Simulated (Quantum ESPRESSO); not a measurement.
Crystal: ZrN.

```xyz
2
Lattice="0.0000 2.3000 2.3000 2.3000 0.0000 2.3000 2.3000 2.3000 0.0000" Properties=species:S:1:pos:R:3 pbc="T T T"
Zr    2.3000    2.3000    2.3000
N     0.0000    0.0000    0.0000
```

```yaml
Program: Quantum ESPRESSO 7.5
Task: Wannier functions
Functional: PBE
Potentials_or_basis: GBRV 1.5 PBE
Cutoff: 612 eV
Density_cutoff: 4898 eV
k_mesh: 8 × 8 × 8
Occupations: fermi-dirac, width 0.05 eV
Spin: no spin polarisation
Mixing_beta: 0.5
Most_SCF_iterations: 120
SCF_threshold: 4e-10 Ry
k_mesh_for_the_Wannier_functions: 6 × 6 × 6
Projections: Zr spd, N sp
```

Start: atomic projections with disentanglement, frozen window up to 3.0 eV over the reference level; the lowest 4 bands are left out. The reference level is the Fermi level, or the middle of the gap.

Question: With atomic projections with disentanglement, how many functions result, how localised are they, and how well do they interpolate the bands?

Answer: 13 functions with spreads from 0.51 to 3.02 Å², 16.1 Å² in all; they miss the direct bands by 301 meV (root mean square).

Wannier functions:
| function | nearest atom | distance (Å) | spread (Å²) | on-site energy from the reference level (eV) |
| --- | --- | --- | --- | --- |
| 1 | 1 Zr | 0.75 | 1.45 | 6.22 |
| 2 | 1 Zr | 0.81 | 3.02 | 7.16 |
| 3 | 1 Zr | 0.79 | 1.47 | 6.94 |
| 4 | 1 Zr | 0.80 | 1.48 | 7.05 |
| 5 | 1 Zr | 0.06 | 1.05 | 3.17 |
| 6 | 1 Zr | 0.79 | 1.49 | 7.10 |
| 7 | 1 Zr | 0.77 | 1.49 | 6.99 |
| 8 | 1 Zr | 0.05 | 1.05 | 3.13 |
| 9 | 1 Zr | 0.80 | 1.49 | 7.18 |
| 10 | 2 N | 0.33 | 0.52 | -3.06 |
| 11 | 2 N | 0.33 | 0.51 | -3.10 |
| 12 | 2 N | 0.33 | 0.51 | -3.10 |
| 13 | 2 N | 0.33 | 0.51 | -3.09 |

Parts of the spread (Å²): invariant 11.52, diagonal 1.545, off-diagonal 2.99, total 16.06. Against the direct bands the interpolation misses by 301 meV (root mean square) and 2214 meV at most, for states up to 1 eV over the reference level.

Caveat: the Wannier minimisation didn't converge.
